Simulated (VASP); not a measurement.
# Cd (R-3m) in VASP: a series of runs

The runs below take Cd through single point, with vdW-DF2, LDA.

All numbers are computed with VASP 6.6.1; they aren't measurements. Logs are shortened: lines on timing, memory, paths and dates and some standing lists are left out, and cuts for length are marked.

**1. The crystal as given**

It takes space group R-3m (No. 166, trigonal). Conventional cell: a = 3.216 Å, b = 3.216 Å, c = 7.348 Å, α = 90.00°, β = 90.00°, γ = 120.00°. Around Cd (site symmetry -3m) lie 12 Cd at 3.07 to 3.22 Å.

This isn't the form of Cd at room conditions, which is hcp.

**2. Single point, vdW-DF2**

File run.py:

```python
from ase.calculators.vasp import Vasp
from ase.dft.bandgap import bandgap
from ase.spacegroup import crystal

atoms = crystal(
    ['Cd'],
    basis=[[0.0, 0.0, 0.0]],
    spacegroup=166,
    setting=1,
    cellpar=[3.2160583, 3.2160583, 7.34786223, 90.0, 90.0, 120.0],
    primitive_cell=True,
)
calc = Vasp(
    directory='calc',
    xc='vdw-df2',
    pp='PBE',
    setups='recommended',
    prec='Accurate',
    encut=520,
    ediff=1e-06,
    ismear=-5,
    sigma=0.05,
    lreal=False,
    lasph=True,
    nelm=60,
    algo='Normal',
    isif=2,
    lwave=False,
    lcharg=False,
    kpts=[10, 10, 10],
    gamma=True,
)
atoms.calc = calc

print('energy (eV):', atoms.get_potential_energy())
print('free energy (eV):', atoms.get_potential_energy(force_consistent=True))
print('forces (eV/A):')
print(atoms.get_forces())
print('stress (eV/A^3, Voigt):', atoms.get_stress())
print('Fermi level (eV):', calc.get_fermi_level())
gap, top, bottom = bandgap(calc)
print('band gap (eV):', gap, 'from (spin, k, band)', top, 'to', bottom)
```

Potentials or basis: VASP PAW PBE potentials, release 64 (Cd).

Started as:

```bash
> python run.py
```

The log of the run:

```text
<dir> UserWarning: vdW has been enabled, however no location for the vdw_kernel.bindat file has been specified. Set ASE_VASP_VDW environment variable to copy the vdW kernel.
  warnings.warn(
energy (eV): 2.78938341
free energy (eV): 2.78938341
forces (eV/A):
[[ 0.  0. -0.]]
stress (eV/A^3, Voigt): [-0.06037148 -0.06037148 -0.05566129 -0.         -0.         -0.        ]
Fermi level (eV): 2.90054765
band gap (eV): 0.0 from (spin, k, band) (None, None, None) to (None, None, None)
```

OUTCAR:

```text
ENCUT = 520.000000
   EDIFF = 1.00e-06
   GGA = ML
   PREC = Accurate
   ISIF = 2
   ISMEAR = -5
   NELM = 60
   LASPH = .TRUE.
   LREAL = .FALSE.

 ion  position               nearest neighbor table
   1  0.000  0.000  0.000-

  LATTYP: Found a trigonal (rhomboedric) cell.
 ALAT       =     3.0735461300
 COS(alpha) =     0.4525576909

  Lattice vectors:

 A1 = (   1.6080291500,   0.9283960626,   2.4492874100)
 A2 = (  -1.6080291500,   0.9283960626,   2.4492874100)
 A3 = (  -0.0000000000,  -1.8567921252,   2.4492874100)

Analysis of symmetry for initial positions (statically):
=====================================================================
 Subroutine PRICEL returns:
 Original cell was already a primitive cell.

 Routine SETGRP: Setting up the symmetry group for a
 trigonal (rhombohedral) supercell.

 Subroutine GETGRP returns: Found 12 space group operations
 (whereof 12 operations were pure point group operations)
 out of a pool of 12 trial point group operations.

The static configuration has the point symmetry D_3d.

Analysis of symmetry for dynamics (positions and initial velocities):
=====================================================================
 Subroutine PRICEL returns:
 Original cell was already a primitive cell.

 Routine SETGRP: Setting up the symmetry group for a
 trigonal (rhombohedral) supercell.

 Subroutine GETGRP returns: Found 12 space group operations
 (whereof 12 operations were pure point group operations)
 out of a pool of 12 trial point group operations.

The dynamic configuration has the point symmetry D_3d.

 Subroutine INISYM returns: Found 12 space group operations
 (whereof 12 operations are pure point group operations),
[... 133 lines left out ...]
 maximum number of plane-waves:       602
   NGX = 11   NGY = 11   NGZ = 11

 number of electron      11.9999997 magnetization

 Free energy of the ion-electron system (eV)
  ---------------------------------------------------
  ext. energy  EPLUGINS =         0.00000000
  ---------------------------------------------------
  free energy    TOTEN  =         2.78938341 eV

  energy without entropy =        2.78938341  energy(sigma->0) =        2.78938341

 E-fermi :   2.9005     XC(G=0): -10.7028

 val. band max:        3.2303354032   @ k =  -0.4000   0.4000  -0.0000
 cond. band min:       2.3397345277   @ k =   0.5000   0.5000   0.5000
 fundamental gap:     -0.8906008755
 Fermi energy:         2.9005476499

 k-point     1 :       0.0000    0.0000    0.0000
  band No.  band energies     occupation
      1      -6.4464      2.00000
      2      -6.4464      2.00000
      3      -6.2240      2.00000
      4      -5.8963      2.00000
      5      -5.8963      2.00000
      6      -5.7636      2.00000
      7      16.7408      0.00000
      8      16.8815      0.00000
      9      16.8815      0.00000
     10      19.8586      0.00000
[... 287 lines left out ...]
 k-point    24 :       0.4000    0.3000    0.0000
  band No.  band energies     occupation
      1      -6.8325      2.00000
      2      -6.6225      2.00000
      3      -5.7626      2.00000
      4      -5.7549      2.00000
      5      -5.5557      2.00000
      6      -1.1461      2.00000
      7       8.1335      0.00000
      8       9.5911      0.00000
      9      11.6356      0.00000
     10      15.4618      0.00000

 [... further k-points ...]

------------------------ aborting loop because EDIFF is reached ----------------------------------------

  FORCE on cell =-STRESS in cart. coord.  units (eV):
  Direction    XX          YY          ZZ          XY          YZ          ZX
  --------------------------------------------------------------------------------------
  -------------------------------------------------------------------------------------
  Total        1.3244935      1.3244935      1.2211563      0.0000000     -0.0000000      0.0000000
  in kB       96.7257740     96.7257740     89.1792101      0.0000000     -0.0000000      0.0000000
  external PRESSURE =      94.2102527 kB  Pullay stress =       0.0000000 kB

 VOLUME and BASIS-vectors are now :
 -----------------------------------------------------------------------------
  energy-cutoff  :      520.00
  volume of cell :       21.94
      direct lattice vectors                 reciprocal lattice vectors
     1.608029150  0.928396063  2.449287410     0.310939637  0.179521083  0.136094005
    -1.608029150  0.928396063  2.449287410    -0.310939637  0.179521083  0.136094005
    -0.000000000 -1.856792125  2.449287410     0.000000000 -0.359042166  0.136094005

 POSITION                                       TOTAL-FORCE (eV/Angst)
 -----------------------------------------------------------------------------------
      0.00000      0.00000      0.00000         0.000000      0.000000     -0.000000
 -----------------------------------------------------------------------------------
    total drift:                               -0.000000     -0.000000     -0.000000

  FREE ENERGIE OF THE ION-ELECTRON SYSTEM (eV)
  ---------------------------------------------------
  free  energy   TOTEN  =         2.7893834108 eV

  energy  without entropy=        2.7893834108  energy(sigma->0) =        2.78938341

Total vdW correction in eV:      2.2953905
```

INCAR:

```text
AGGAC = 0.000000
ENCUT = 520.000000
SIGMA = 0.050000
ZAB_VDW = -1.886700
EDIFF = 1.00e-06
ALGO = Normal
GGA = ML
PREC = Accurate
ISIF = 2
ISMEAR = -5
NELM = 60
LASPH = .TRUE.
LCHARG = .FALSE.
LUSE_VDW = .TRUE.
LWAVE = .FALSE.
LREAL = .FALSE.
```

Run time: 36 s. Hardware: 1 thread of Intel Xeon Platinum 8488C (Sapphire Rapids), shared host; peak memory 0.28 GiB.

What came out:

```yaml
Free_energy: 2.7894 eV
Pressure: 9.4 GPa
Band_gap_on_the_k_mesh: none (metal or under the smearing width)
```

Caveat: the PAW data sets were made with another functional, which shifts forces and pressure a little; tetrahedron occupations give inexact forces and stress in metals.

**3. Single point, LDA**

File INCAR:

```
SYSTEM = Cd
PREC     = Accurate       ! precision mode
ENCUT    = 520            ! plane-wave cutoff, eV
EDIFF    = 1E-6           ! SCF threshold, eV
ISMEAR   = 0              ! smearing method
SIGMA    = 0.1            ! smearing width, eV
LREAL    = .False.        ! projectors in reciprocal space
LASPH    = .True.         ! aspherical terms in the spheres
NELM     = 100            ! most SCF steps
ALGO     = Normal         ! electronic algorithm
ISIF     = 2              ! what is computed and relaxed
LWAVE    = .False.        ! write WAVECAR
LCHARG   = .False.        ! write CHGCAR
```

File KPOINTS:

```
Automatic mesh
0
Gamma
  10 10 10
  0 0 0
```

File POSCAR:

```
Cd
1.0
    1.6080291515      0.9283960635      2.4492874100
   -1.6080291515      0.9283960635      2.4492874100
    0.0000000000     -1.8567921270      2.4492874100
Cd
1
Cartesian
    0.0000000000      0.0000000000      0.0000000000
```

Potentials or basis: VASP PAW LDA potentials, release 54 (Cd).

Started as:

```bash
> cat potpaw_LDA.54/Cd/POTCAR > POTCAR
> mpirun -np 1 vasp_std > vasp.out
```

It took 10 s on 1 thread of AMD EPYC 9R45 (Zen 5), shared host; peak memory 0.11 GiB.

The run converged. Its results:

```
Free energy            : -1.4809 eV
Pressure               : -4.5 GPa
Band gap on the k mesh : none (metal or under the smearing width)
```

Levels at points of the mesh, in eV from the Fermi level:
| k point | band 4 | band 5 | band 6 | band 7 | band 8 | band 9 |
| --- | --- | --- | --- | --- | --- | --- |
| (0.00, 0.00, 0.00) | -8.73 | -8.58 | -8.58 | 13.56 | 14.06 | 14.06 |
| (0.50, 0.00, 0.00) | -8.31 | -8.17 | -2.39 | -1.63 | 12.36 | 12.55 |
| (0.50, 0.50, 0.00) | -8.13 | -8.09 | -0.78 | 1.35 | 5.99 | 7.51 |
| (0.50, 0.50, 0.50) | -8.16 | -8.16 | -1.90 | -0.49 | 11.37 | 11.37 |
